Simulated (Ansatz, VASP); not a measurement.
**One calculation of KF, two programs**

```
K F
1.0
     3.08323    0.00000    0.00000
     0.00000    3.08323    0.00000
     0.00000    0.00000    3.08323
K F
1 1
Cartesian
  -0.0100 -0.0100 -0.0100
  1.5416 1.5416 1.5416
```

Change from the starting cell: atom 1 moved by [-0.01, -0.01, -0.01] A.

Alike in both runs: task single point; functional LDA; k mesh 8 × 8 × 8; no spin polarisation.

```csv
,VASP,Ansatz
version,VASP 6.6.1,Ansatz 0.2.0
potentials or method,"VASP PAW LDA potentials, release 64 (K_sv, F), cutoff 520 eV","all-electron LAPW, scalar-relativistic"
occupations,"gaussian, width 0.01 eV",fixed
```

VASP gave:

| Quantity | Value |
| --- | --- |
| gap on the k mesh at the Fermi level (eV) | 7.21 |
| pressure (GPa) | 0.4 |
| rms of the force components (eV/Å) | 0.016 |

Question: Estimate Ansatz's values.

Answer: gap on the k mesh at the Fermi level (eV): 7.21; pressure (GPa): 0.0; rms of the force components (eV/Å): 0.015.

Atom by atom the forces differ by 0.001 eV/Å (rms over components). Ansatz ran all-electron here, so the differences hold the error of VASP's frozen core and of both bases.

A k mesh can miss the band edges.
